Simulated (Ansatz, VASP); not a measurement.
# Two plane-wave programs on Ti

File INCAR:

```
PREC = Accurate ; ENCUT = 520
EDIFF = 1E-7 ; ISMEAR = -1
SIGMA = 0.1 ; LREAL = False
LASPH = True ; NELM = 80
ALGO = Normal ; ISIF = 2
LWAVE = False ; LCHARG = False
GGA = PS ; NBANDS = 12
```

Contents of KPOINTS:

```
Automatic mesh
0
Gamma
  22 22 22
```

POSCAR

```
Ti
1.0
    0.0000000000      2.0018381678      2.0018381678
    2.0018381678      0.0000000000      2.0018381678
    2.0018381678      2.0018381678      0.0000000000
Ti
1
Direct
    0.0000000000      0.0000000000      0.0000000000
```

Input for Ansatz:

```yaml
crystal:
  lattice:
    - [0.0, 2.0018381678, 2.0018381678]
    - [2.0018381678, 0.0, 2.0018381678]
    - [2.0018381678, 2.0018381678, 0.0]
  atoms:
    - { symbol: Ti, position: [0.0, 0.0, 0.0] }
hamiltonian:
  xc: pbesol
  pseudopotentials:
    kind: paw
    azcp:
      Ti: "pseudopotentials/Ti.paw.azcp"
basis:
  ecutwfc: 420
  fft_grid_basis: typed
kpoints:
  mp_grid: { grid: [22, 22, 22], shift: [0, 0, 0] }
magnetization:
  spin_polarized: false
scf:
  occupations: { method: fermi_dirac, width: 0.1 }
output:
  stress: true
```

Alike in both runs: task single point; functional PBEsol; k mesh 22 × 22 × 22; occupations fermi-dirac, width 0.1 eV; no spin polarisation.

|  | VASP | Ansatz |
| --- | --- | --- |
| version | VASP 6.6.1 | Ansatz 0.2.0 |
| potentials or method | VASP PAW PBE potentials, release 64 (Ti_sv) | plane waves (420 eV) with PAW, scalar-relativistic |
| plane-wave cutoff (eV) | 520 | 420 |
| valence electrons in the cell | 12 | 12 |

```csv
,VASP,Ansatz,Ansatz less VASP
pressure (GPa),4.7,5.0,+0.36
```

Ansatz warned: «pseudo_functional_mismatch».

Caveats: the PAW data sets were made with another functional, which shifts forces and pressure a little (VASP).
